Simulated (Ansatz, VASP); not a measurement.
# SnSe2: VASP beside Ansatz

Contents of INCAR:

```
PREC     = Accurate       # precision mode
ENCUT    = 520            # plane-wave cutoff, eV
EDIFF    = 1E-6           # SCF threshold, eV
ISMEAR   = 0              # smearing method
SIGMA    = 0.02           # smearing width, eV
LREAL    = F              # projectors in reciprocal space
LASPH    = T              # aspherical terms in the spheres
NELM     = 60             # most SCF steps
ALGO     = Normal         # electronic algorithm
ISIF     = 2              # what is computed and relaxed
LWAVE    = F              # write WAVECAR
LCHARG   = T              # write CHGCAR
GGA      = PS             # functional
LORBIT   = 10             # projections on sites
LELF     = T              # ELF
LVHAR    = T
```

Contents of KPOINTS:

```
regular mesh
0
Gamma
  8 8 5
```

File POSCAR:

```
SnSe2
1.0
    3.8110000000      0.0000000000      0.0000000000
   -1.9055000000      3.3004228138      0.0000000000
    0.0000000000      0.0000000000      6.1360000000
Sn Se
1 2
Direct
    0.0000000000      0.0000000000      0.0000000000
    0.6666666667      0.3333333333      0.7510000000
    0.3333333333      0.6666666667      0.2490000000
```

input.yaml

```yaml
crystal:
  lattice:
    - [3.811, 0.0, 0.0]
    - [-1.9055, 3.3004228138, 0.0]
    - [0.0, 0.0, 6.136]
  atoms:
    - { symbol: Sn, position: [0.0, 0.0, 0.0] }
    - { symbol: Se, position: [0.6666666667, 0.3333333333, 0.751] }
    - { symbol: Se, position: [0.3333333333, 0.6666666667, 0.249] }
hamiltonian:
  xc: pbesol
  pseudopotentials: { kind: paw }
kpoints:
  mp_grid: { grid: [8, 8, 5] }
scf:
  occupations: { method: gaussian, width: 0.02 }
output:
  forces: true
  stress: true
  eigenvalues: true
  write_density: true
  write_potential: true
  elf: true
  volumetric_format: npy
```

Alike in both runs: functional PBEsol; k mesh 8 × 8 × 5; occupations gaussian, width 0.02 eV; no spin polarisation.

|  | VASP | Ansatz |
| --- | --- | --- |
| version | VASP 6.6.1 | Ansatz 0.2.0 |
| potentials or method | VASP PAW PBE potentials, release 64 (Sn_d, Se) | Ansatz PAW |
| plane-wave cutoff (eV) | 520 | 420 |
| valence electrons in the cell | 26 | 46 |
| task | atomic charges | single point |

```csv
,VASP,Ansatz,Ansatz less VASP
gap on the k mesh at the Fermi level (eV),0.73,0.74,+0.005
least direct gap on the mesh (eV),1.00,1.01,+0.009
pressure (GPa),2.6,2.5,-0.13
largest component of the traceless stress (GPa),1.23,1.23,-0.002
rms of the force components (eV/Å),0.293,0.283,-0.0103
```

Atom by atom the forces differ by 0.010 eV/Å (rms over components). The two sets of potentials don't hold the same shells in valence.

Caveats: spin-orbit coupling is left out, which moves the levels of the heavy elements; this functional lacks dispersion, which binds the layers, so the pressure and a relaxed spacing across them are unreliable; the PAW data sets were made with another functional, which shifts forces and pressure a little (VASP); an odd mesh through Γ misses points on the zone boundary, where band edges often lie (VASP); odd divisions of the mesh miss points on the zone boundary, where band edges often lie, so the gap on the mesh can be too wide (Ansatz); the PAW data sets come from PBE, with cores solved anew for the run's functional, which leaves a small shift of forces and pressure (Ansatz).
